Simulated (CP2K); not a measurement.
Runs of CP2K 2026.2 on CdS (Hawleyite). It takes space group F-43m (No. 216, cubic). Conventional cell: a = 5.833 Å, b = 5.833 Å, c = 5.833 Å, α = 90.00°, β = 90.00°, γ = 90.00°. Cd (site symmetry -43m) is surrounded by 4 S at 2.53 Å. Around S (site symmetry -43m) lie 4 Cd at 2.53 Å. 

```tsv
level	cutoff of the non-local correlation (Ry)	gap on the mesh (eV)	pressure (GPa)
AM05	-	1.07	(c)
optB88-vdW	300	1.06	3.4
LDA	-	0.85	(a)
BEEF-vdW	300	1.27	4.9
r2SCAN	-	1.27	(b)
```

Alike in all rows: task atomic charges; potentials or basis POTENTIAL_UZH Cd GTH-PBE-q12, S GTH-PBE-q6; TZVP-MOLOPT-PBE-GTH basis; no spin polarisation; cell as given; k mesh 8 × 8 × 8; smearing fermi-dirac 0.05 eV.

**Question.** Fill in the values left out.

**Answer.** (a) -0.9; (b) 0.4; (c) 1.2.

Caveats: the potentials were made for another functional, which shifts forces and pressure; the basis of atomic orbitals isn't converged, which shifts pressures, moduli and gaps.

A k mesh can miss the band edges, and the runs leave out spin-orbit coupling on Cd.

Runs at the PBE level aren't shown here.
